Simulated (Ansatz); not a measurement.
# H under strains and displacements

These are results of Ansatz 0.2.0, DFT PBE, scalar-relativistic, plane waves, PAW, not measurements.

Cutoff 420 eV; k points 9×9×6 on the computed 4-atom cell (Γ-centred); Gaussian smearing, width 0.02 eV; no spin polarisation.

Reference cell:

```
CELL_PARAMETERS angstrom
3.84013 0.00000 0.00000
-1.92007 3.32565 0.00000
0.00000 0.00000 5.04666
ATOMIC_POSITIONS crystal
H 0.33333 0.66667 0.17650
H 0.66667 0.33333 0.67650
H 0.66667 0.33333 0.82350
H 0.33333 0.66667 0.32350
```

Each variant moves atoms of this cell by the vectors given, if any (Å), and then applies a symmetric strain (tensor components, Cartesian axes). The reference cell isn't relaxed at this level. Energies are per atom at zero smearing, counted from the lowest variant. Pressure is positive in compression.

1. strain (xx yy zz yz xz xy, %) -6.72 0.37 -4.54 0.00 0.00 -0.32; moves: H1 (-0.012, -0.004, -0.011); H2 (0.012, 0.004, -0.011); H3 (0.009, -0.037, 0.011); H4 (-0.009, 0.037, 0.011)
2. strain (xx yy zz yz xz xy, %) 1.88 6.98 0.07 0.00 1.44 0.00; moves: H1 (-0.003, -0.026, 0.015); H2 (-0.007, 0.026, 0.013); H3 (0.007, 0.026, -0.013); H4 (0.003, -0.026, -0.015)
3. strain (xx yy zz yz xz xy, %) -4.48 -4.48 -1.48 0.00 0.00 0.00; moves: H1 (0.000, 0.000, -0.136); H2 (0.000, 0.000, 0.040); H3 (0.000, 0.000, -0.040); H4 (0.000, 0.000, 0.136)
4. no strain; moves: H3 (0.150, 0.000, 0.000)
5. strain (xx yy zz yz xz xy, %) -4.34 -8.35 2.66 2.44 1.41 -3.48; moves: H1 (0.143, -0.035, -0.046); H2 (-0.111, 0.091, 0.019); H3 (-0.135, 0.051, -0.019); H4 (0.102, -0.107, 0.046)

| variant | ΔE (meV/atom) | P (GPa) | largest force (eV/Å) | gap on mesh (eV) | space group |
| --- | --- | --- | --- | --- | --- |
| 1 | 4.1 | 1.15 | 0.76 | 9.49 | P2_1 |
| 2 | 11.3 | 1.49 | 1.46 | 9.91 | C2 |
| 3 | 217.7 | -0.88 | 4.72 | 7.59 | P-6m2 |
| 4 | 0.0 | 0.09 | 0.31 | 9.33 | P1 |
| 5 | 42.8 | -1.23 | 2.64 | 8.26 | C2 |

An odd mesh misses points on the zone edge, so a gap read on it can be too wide. Each cell of H holds molecules, and where no dispersion correction was added their binding is poorly described.